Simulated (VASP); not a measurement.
## Pd: single point with PBE

The system is Pd.

```xyz
4
Lattice="1.3785 -4.9673 0.0000 1.3785 4.9673 0.0000 0.0000 0.0000 4.6780" Properties=species:S:1:pos:R:3 pbc="T T T"
Pd    1.3785    3.6656    4.6779
Pd    1.3785   -1.3018    2.3391
Pd    1.3785   -3.6656    0.0001
Pd    1.3785    1.3018    2.3389
```

The cell was built by a generator and needn't be a form met in nature.

```json
{
 "Program": "VASP 6.6.1",
 "Task": "single point",
 "Functional": "PBE",
 "Potentials or basis": "VASP PAW PBE potentials, release 64 (Pd)",
 "Cutoff": "520 eV",
 "k mesh": "6 × 6 × 4",
 "Occupations": "gaussian, width 0.1 eV",
 "Spin": "no spin polarisation"
}
```

```
Pressure               : -0.3 GPa
Band gap on the k mesh : none (metal or under the smearing width)
```

Forces on the atoms (eV/Å):
```
Pd   0.000  0.002  0.002
Pd   0.000  0.002 -0.002
Pd   0.000 -0.002 -0.002
Pd   0.000 -0.002  0.002
```

Stress tensor (GPa, compression positive):
```
-0.30  0.00  0.00
 0.00 -0.38  0.00
 0.00  0.00 -0.19
```

Levels at points of the mesh, in eV from the Fermi level:
| k point | band 18 | band 19 | band 20 | band 21 | band 22 | band 23 |
| --- | --- | --- | --- | --- | --- | --- |
| (0.00, 0.00, 0.00) | -0.25 | 0.19 | 0.26 | 0.35 | 0.53 | 0.96 |
| (0.50, 0.00, 0.00) | -1.06 | -0.02 | -0.02 | 2.58 | 2.58 | 5.37 |
| (0.50, 0.50, 0.00) | -0.61 | -0.24 | 0.08 | 0.13 | 0.33 | 3.87 |
| (0.00, 0.00, 0.50) | -1.30 | -0.92 | -0.92 | -0.86 | -0.86 | 4.06 |
| (0.50, 0.00, 0.50) | 0.14 | 0.20 | 0.20 | 2.41 | 2.41 | 4.19 |
| (0.50, 0.50, 0.50) | -1.15 | -0.38 | -0.38 | -0.33 | -0.33 | -0.08 |

Run time: 60 s on 1 thread of Intel(R) Xeon(R) Platinum 8488C (Sapphire Rapids), with other jobs on the host, peak memory 0.24 GiB.

Caveat: the k mesh is coarse (spacing up to 0.39 Å⁻¹), so the values aren't converged.
